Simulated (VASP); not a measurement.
TePb:

```
Pb Te
1.0
     0.00000    3.23100    3.23100
     3.23100    0.00000    3.23100
     3.23100    3.23100    0.00000
Pb Te
1 1
Cartesian
  0.0000 0.0000 0.0000
  3.2310 3.2310 3.2310
```

| Property | Result |
| --- | --- |
| Program | VASP 6.6.1 |
| Task | relaxation of cell and atoms |
| Functional | TPSSh |
| Potentials or basis | VASP PAW PBE potentials, release 64 (Pb_d, Te) |
| Cutoff | 600 eV |
| k mesh | 4 × 4 × 4 |
| Occupations | gaussian, width 0.05 eV |
| Spin | no spin polarisation |

At the start: pressure 1.3 GPa; volume 33.73 Å³/atom.

Task: How do energy, volume and symmetry change on relaxing?

Result: Over 3 steps the energy falls by 4.0 meV/atom and the volume is 34.73 Å³/atom (+3.0 %); space group Fm-3m (No. 225, to 0.05 Å).

Step by step:
| step | energy change (eV) | largest force (eV/Å) | pressure (GPa) | volume (Å³) |
| --- | --- | --- | --- | --- |
| 1 | 0.0000 | 0.0000 | 1.31 | 67.46 |
| 2 | -0.0070 | 0.0000 | -0.40 | 70.18 |
| 3 | -0.0079 | 0.0000 | -0.02 | 69.46 |

Final structure:
```
CELL_PARAMETERS angstrom
0.00000 3.26270 3.26270
3.26270 0.00000 3.26270
3.26270 3.26270 0.00000
ATOMIC_POSITIONS crystal
Pb 0.00000 0.00000 0.00000
Te 0.50000 0.50000 0.50000
```

Caveat: the k mesh is coarse (spacing up to 0.42 Å⁻¹), so the values aren't converged, least of all with exact exchange; the PAW data sets were made with another functional, which shifts forces and pressure a little.
